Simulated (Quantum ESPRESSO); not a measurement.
Write the native input for Quantum ESPRESSO 7.5 that does the following.

* Task: single point
* Functional: PBE
* Potentials or basis: SSSP 1.3 efficiency PBE
* Cutoff: 748 eV
* Density cutoff: 5987 eV
* k mesh: 12 × 12 × 12
* Occupations: fermi-dirac, width 0.05 eV
* Spin: no spin polarisation
* Mixing beta: 0.5
* Most SCF iterations: 120
* SCF threshold: 2e-10 Ry

Crystal: Zn.

```
Zn
1.0
    -1.52714    1.56173    1.52690
     1.48647   -1.65878    1.58329
     1.56585    1.69749   -1.62395
Zn
1
Direct
  0.01976 0.99531 0.01093
```

The cell isn't the ideal one: cell strained at random at fixed volume.

The input as run:

pw.in

```
&CONTROL
  calculation = 'scf'
  prefix = 'pwscf'
  outdir = './tmp'
  pseudo_dir = './pseudo'
  tprnfor = .true.
  tstress = .true.
  disk_io = 'nowf'
/
&SYSTEM
  ibrav = 0
  nat = 1
  ntyp = 1
  ecutwfc = 55
  ecutrho = 440
  nbnd = 16
  occupations = 'smearing'
  smearing = 'fd'
  degauss = 0.00367493
/
&ELECTRONS
  conv_thr = 2d-10
  electron_maxstep = 120
  mixing_beta = 0.5
/
ATOMIC_SPECIES
Zn    65.3800 Zn_pbe_v1.uspp.F.UPF
CELL_PARAMETERS angstrom
  -1.5271390000    1.5617310000    1.5269050000
   1.4864710000   -1.6587790000    1.5832850000
   1.5658470000    1.6974880000   -1.6239530000
ATOMIC_POSITIONS crystal
Zn     0.0197600000   -0.0046890000    0.0109340000
K_POINTS automatic
12 12 12 0 0 0
```

Potentials or basis: SSSP 1.3 efficiency PBE.

The run is started by

```bash
$ OMP_NUM_THREADS=1 pw.x -in pw.in > pw.out
```

It gave:

The pressure is -0.3 GPa. The band gap on the k mesh is none (metal or under the smearing width).

Wall time 2.8 min on 1 thread of Intel(R) Xeon(R) Platinum 8488C (Sapphire Rapids) (shared host), peak memory 0.26 GiB.
